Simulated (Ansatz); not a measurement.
Strain response of Au

The calculation used DFT PBE, scalar-relativistic, plane waves, PAW in Ansatz. Run with 420 eV cutoff, 14×8×10 k-mesh, Gaussian smearing of 0.10 eV, no spin polarisation.

The relaxed crystal:

```
CELL_PARAMETERS angstrom
2.86542 0.00000 0.00000
0.00000 5.14076 0.00000
0.00000 0.00000 4.89213
ATOMIC_POSITIONS crystal
Au 0.00000 0.33605 0.75000
Au 0.50000 0.16395 0.25000
Au 0.50000 0.83605 0.75000
Au 0.00000 0.66395 0.25000
```

Deformation: all cell vectors scaled alike, the atoms relaxed, all within the symmetry that the strain leaves. Energies are extrapolated to zero smearing. Stress is positive in compression, on the Cartesian axes of the cell above. On this cell's mesh the reference holds a stress of up to 0.20 GPa.

Spin–orbit coupling is left out, which can shift energies with elements as heavy as these.

Strains computed: -3.0, -2.0, -1.0, +1.0, +2.0 %.

Q: At which strain does the energy stand 7.3 meV/atom over the relaxed crystal with σxx = 4.80, σyy = 4.24, σzz = 4.49 GPa?

A: -1.0 %.

This form isn't the element's structure at ambient conditions.